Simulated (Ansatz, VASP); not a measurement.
# Sb in VASP and in Ansatz

The input INCAR:

```
PREC = Accurate ; ENCUT = 520
EDIFF = 1E-6 ; ISMEAR = -1
SIGMA = 0.05 ; LREAL = F
LASPH = T ; NELM = 100
ALGO = Normal ; ISIF = 2
LWAVE = F ; LCHARG = F
GGA = PE ; NBANDS = 8
```

File KPOINTS:

```
regular mesh
0
Gamma
  12 12 12
```

POSCAR

```
Sb
1.0
   -0.0461000000      2.2819500000      2.2819500000
    2.2819500000     -0.0461000000      2.2819500000
    2.2819500000      2.2819500000     -0.0461000000
Sb
1
Direct
    0.0000000000      0.0000000000      0.0000000000
```

Input for Ansatz:

```yaml
crystal:
  lattice:
    - [-0.0461, 2.28195, 2.28195]
    - [2.28195, -0.0461, 2.28195]
    - [2.28195, 2.28195, -0.0461]
  atoms:
    - { symbol: Sb, position: [0.0, 0.0, 0.0] }
kpoints:
  mp_grid: { grid: [12, 12, 12] }
  band_path:
    path:
      - [0.0, 0.0, 0.0]
      - [0.5, 0.5, 0.5]
      - [0.2551801333, 0.5, 0.7448198667]
      - [-0.2551801333, 0.2551801333, 0.5]
      - [0.0, 0.0, 0.5]
      - [0.0, 0.0, 0.0]
      - [-0.3775900666, 0.0, 0.3775900666]
      - [0.0, 0.3775900666, 0.6224099334]
      - [0.0, 0.5, 0.5]
    npoints: 5
scf:
  occupations: { method: fermi_dirac, width: 0.05 }
hamiltonian:
  xc: pbe
  pseudopotentials: { kind: all_electron, lapw: { basis_error: 0.001 } }
output:
  forces: true
  stress: true
  eigenvalues: true
```

Change from the starting cell: equal xy, yz and zx shear strains of -2 %.

Alike in both runs: task single point; functional PBE; k mesh 12 × 12 × 12; occupations fermi-dirac, width 0.05 eV; no spin polarisation.

|  | VASP | Ansatz |
| --- | --- | --- |
| version | VASP 6.6.1 | Ansatz 0.2.0 |
| potentials or method | VASP PAW PBE potentials, release 64 (Sb) | all-electron LAPW, scalar-relativistic |
| plane-wave cutoff (eV) | 520 | see its input |

|  | VASP | Ansatz | Ansatz less VASP |
| --- | --- | --- | --- |
| pressure (GPa) | 8.9 | 9.1 | +0.14 |
| largest component of the traceless stress (GPa) | 0.32 | 0.31 | -0.010 |

Ansatz ran all-electron here, so the differences hold the error of VASP's frozen core and of both bases.

The runs have no spin-orbit coupling, so splittings on Sb are missing.
